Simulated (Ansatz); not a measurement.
# MoSe2: the cost of one run

Program: Ansatz 0.2.0. Level of theory: DFT LDA+U (U_eff = 6 eV on Mo d), plane waves, PAW. These are calculated values, not measurements.

The COD entry's cell or inner coordinates are ideal or old and differ from later refinements, so a difference from it is no clean test against experiment.

## (1) The system as given

The structure is hexagonal, space group P6_3/mmc (No. 194). The conventional cell has a = 3.288 Å, b = 3.288 Å, c = 12.900 Å, α = 90.00°, β = 90.00°, γ = 120.00°. Mo (site symmetry -6m2) is surrounded by 6 Se at 2.49 Å. Se (site symmetry 3m) is surrounded by 3 Mo at 2.49 Å.

As a file:

```
Mo Se
1.0
     3.28800    0.00000    0.00000
    -1.64400    2.84749    0.00000
     0.00000    0.00000   12.90000
Mo Se
2 4
Direct
  0.33333 0.66667 0.25000
  0.66667 0.33333 0.75000
  0.33333 0.66667 0.62500
  0.66667 0.33333 0.12500
  0.33333 0.66667 0.87500
  0.66667 0.33333 0.37500
```

Magnetic order typed: opposed in the cell.

An earlier series on this cell reached its lowest free state from «random orbitals: single harmonics, first filling», perhaps among other starts.

## (2) Random orbitals: single harmonics, second filling

input.yaml reads:

```yaml
crystal:
  lattice:
    - [3.28799957, 0.0, 0.0]
    - [-1.64399979, 2.84749116, 0.0]
    - [0.0, 0.0, 12.90000092]
  atoms:
    - { symbol: Mo, position: [0.3333333333, 0.6666666667, 0.25], spin: 0.3 }
    - { symbol: Mo, position: [0.6666666667, 0.3333333333, 0.75], spin: -0.3 }
    - { symbol: Se, position: [0.3333333333, 0.6666666667, 0.625] }
    - { symbol: Se, position: [0.6666666667, 0.3333333333, 0.125] }
    - { symbol: Se, position: [0.3333333333, 0.6666666667, 0.875] }
    - { symbol: Se, position: [0.6666666667, 0.3333333333, 0.375] }
basis:
  ecutwfc: 420
  ecutrho_ratio: 4
kpoints:
  mp_grid: { grid: [7, 7, 2] }
hamiltonian:
  xc: lda
  hubbard:
    sites:
      - { site: 0, l: d, u_eff: 6.0, starting_ns: [{ spin: up, occupation_matrix: s0up }, { spin: down, occupation_matrix: s0down }] }
      - { site: 1, l: d, u_eff: 6.0, starting_ns: [{ spin: up, occupation_matrix: s1up }, { spin: down, occupation_matrix: s1down }] }
    occupation_matrices:
      s0up:
        matrix:
          - [0.02, 0.0, 0.0, 0.0, 0.0]
          - [0.0, 0.02, 0.0, 0.0, 0.0]
          - [0.0, 0.0, 0.02, 0.0, 0.0]
          - [0.0, 0.0, 0.0, 0.97, 0.0]
          - [0.0, 0.0, 0.0, 0.0, 0.02]
      s0down:
        matrix:
          - [0.02, 0.0, 0.0, 0.0, 0.0]
          - [0.0, 0.02, 0.0, 0.0, 0.0]
          - [0.0, 0.0, 0.02, 0.0, 0.0]
          - [0.0, 0.0, 0.0, 0.02, 0.0]
          - [0.0, 0.0, 0.0, 0.0, 0.97]
      s1up:
        matrix:
          - [0.02, 0.0, 0.0, 0.0, 0.0]
          - [0.0, 0.02, 0.0, 0.0, 0.0]
          - [0.0, 0.0, 0.97, 0.0, 0.0]
          - [0.0, 0.0, 0.0, 0.02, 0.0]
          - [0.0, 0.0, 0.0, 0.0, 0.02]
      s1down:
        matrix:
          - [0.97, 0.0, 0.0, 0.0, 0.0]
          - [0.0, 0.02, 0.0, 0.0, 0.0]
          - [0.0, 0.0, 0.02, 0.0, 0.0]
          - [0.0, 0.0, 0.0, 0.02, 0.0]
          - [0.0, 0.0, 0.0, 0.0, 0.02]
    ns_hold: { iters: 12 }
scf:
  occupations: { method: gaussian, width: 0.05 }
  lower_state_search: "off"
  max_iter: 150
output:
  forces: true
  stress: true
  eigenvalues: true
  populations: true
  hubbard: { sites: [{ site: 0, l: d }, { site: 1, l: d }] }
magnetization:
  spin_polarized: true
```

The typed matrices put 0.97 on the chosen orbitals and 0.02 on the others, and are held for 12 cycles.

Command:

```sh
> ansatz run input.yaml --threads 4 --pin off --max-ram 6144MiB --backend cpu --events-out ev --progress --plain --runs-dir out
```

Q: Estimate wall time and peak memory on 4 threads of Arm Neoverse V1, shared host.

About 87 s, with a peak of 0.7 GiB.
